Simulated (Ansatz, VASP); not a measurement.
**MgO in VASP and in Ansatz**

```
CELL_PARAMETERS angstrom
0.00000 2.13515 2.13515
2.13515 0.00000 2.13515
2.13515 2.13515 0.00000
ATOMIC_POSITIONS crystal
Mg 0.00000 0.00000 0.00000
O 0.49707 0.49707 0.50293
```

Change from the starting cell: all O atoms moved +0.013 Å, as atom 2 towards its neighbour atom 1 (Mg) at 2.135 Å.

Alike in both runs: task single point; functional r2SCAN; k mesh 10 × 10 × 10; occupations gaussian, width 0.05 eV; no spin polarisation.

|  | VASP | Ansatz |
| --- | --- | --- |
| version | VASP 6.6.1 | Ansatz 0.2.0 |
| potentials or method | VASP PAW PBE potentials, release 64 (Mg, O) | scalar-relativistic, plane waves, PAW |
| plane-wave cutoff (eV) | 520 | 500 |
| valence electrons in the cell | 8 | 16 |

|  | VASP | Ansatz | Ansatz less VASP |
| --- | --- | --- | --- |
| gap on the k mesh at the Fermi level (eV) | 5.20 | 5.22 | +0.025 |
| least direct gap on the mesh (eV) | 5.20 | 5.22 | +0.025 |
| pressure (GPa) | -8.2 | -7.1 | +1.12 |
| rms of the force components (eV/Å) | 0.033 | 0.032 | -0.0003 |

Atom by atom the forces differ by 0.000 eV/Å (rms over components). The functional is the same, so the differences come from potentials, cutoffs and numerics. The two sets of potentials don't hold the same shells in valence.

Caveats: the PAW data sets were made with another functional, which shifts forces and pressure a little (VASP).
